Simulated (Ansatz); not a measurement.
# Nb (hcp)

The computed numbers are results of PBE with spin–orbit coupling (two-component spinors) in the plane-wave PAW code Ansatz at 420 eV, Γ-centred 16×16×8 mesh, 0.05 eV Gaussian smearing; PAW files: Ansatz's generated set soft_2.

```yaml
crystal:
  lattice:
    - [2.86683, 0.00000, 0.00000]
    - [-1.43341, 2.48274, 0.00000]
    - [0.00000, 0.00000, 5.24340]
  atoms:
    - { symbol: Nb, position: [0.33333, 0.66667, 0.75000] }
    - { symbol: Nb, position: [0.66667, 0.33333, 0.25000] }
```

At room temperature and ambient pressure Nb is bcc.

At this volume the pressure is 0.07 GPa.

Path: Γ–M–K–Γ–A–L–H–A | L–M | H–K, with Γ = (0.000, 0.000, 0.000), M = (0.500, 0.000, 0.000), K = (0.333, 0.333, 0.000), A = (0.000, 0.000, 0.500), L = (0.500, 0.000, 0.500), H = (0.333, 0.333, 0.500) in reciprocal vectors of the calculation's cell.

**Question.** Is it a metal or an insulator, and if it has a gap, where are the band edges on this path?

**Answer.** A metal: bands cross the Fermi level.

Bands as a text map, energy in eV from the Fermi level (dashes), each leg drawn with the same width:
```
  4.86 |    *                   **          *            
  4.57 |  ***  *                  *          **          
  4.29 |**  ***    * *****      *  *****         ****    
  4.00 |       **   *     **            *       *    *   
  3.71 |       * *  *       ** *         ***   *      *  
  3.43 |   *    * **       * **          **            **
  3.14 |   *     **       *                   *         *
  2.86 |                 *                             * 
  2.57 |*            * **         **         **          
  2.29 | *         * **        *** *        **        *  
  2.00 | ***          *          *  *       ** *     *   
  1.71 |  *          *          *   *    *   *           
  1.43 |            *         *   *  *  *     *     *    
  1.14 | ***          *               **      ***  *     
  0.86 |*   **   ** * ****                *     *** *****
  0.57 |*** * ***  * * *******     *       *   ***       
  0.29 |*  * ***     ********  *           *     **      
  0.00 |-*-----*---*--*------*------------*--------------
 -0.29 | ****   *   ***  *    *     * **           ***   
 -0.57 |    ********      *          * ***       ** *****
 -0.86 |****     *    **                                 
 -1.14 |          *     *****              *           **
 -1.43 |  *       ** *       **      * ****     *   *****
 -1.71 |         *  *               * *            *  *  
 -2.00 |           *           *   *  *        *   ***   
 -2.29 |   *    *    *          ***  *      ***      *   
 -2.57 |        *   *                * *       **     ** 
 -2.86 |  ***  *****                *   *               *
        Γ    M    K    Γ    A    L    H    AL     MH    K
```
